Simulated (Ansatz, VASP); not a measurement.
## Ta2N in VASP and in Ansatz

```
CELL_PARAMETERS angstrom
3.11286 0.00000 0.00000
-1.55643 2.69582 0.00000
0.00000 0.00000 4.86984
ATOMIC_POSITIONS crystal
Ta 0.66667 0.33333 0.74529
Ta 0.33333 0.66667 0.25471
N 0.00000 0.00000 0.00000
```

Alike in both runs: task single point; functional RPBE; k mesh 3 × 3 × 2; no spin polarisation.

```csv
,VASP,Ansatz
version,VASP 6.6.1,Ansatz 0.2.0
potentials or method,"VASP PAW PBE potentials, release 64 (Ta_pv, N)","scalar-relativistic, plane waves, PAW"
plane-wave cutoff (eV),520,420
occupations,"methfessel-paxton of order 1, width 0.011 eV","cold, width 0.011 eV"
valence electrons in the cell,27,31
```

VASP gave:

| Quantity | Value |
| --- | --- |
| gap on the k mesh at the Fermi level (eV) | none |
| pressure (GPa) | 6.2 |
| largest component of the traceless stress (GPa) | 14.19 |
| rms of the force components (eV/Å) | 0.889 |

Question: Which values does Ansatz return?

Answer: gap on the k mesh at the Fermi level (eV): none; pressure (GPa): 5.8; largest component of the traceless stress (GPa): 14.20; rms of the force components (eV/Å): 0.862.

Atom by atom the forces differ by 0.027 eV/Å (rms over components). A gap of «none» marks a metal or a gap that the smearing closes. The two sets of potentials don't hold the same shells in valence.

Caveats: the k mesh is coarse (spacing up to 0.78 Å⁻¹), so the values aren't converged; the PAW data sets were made with another functional, which shifts forces and pressure a little (VASP). Spin-orbit coupling is left out, which matters for the levels of Ta.
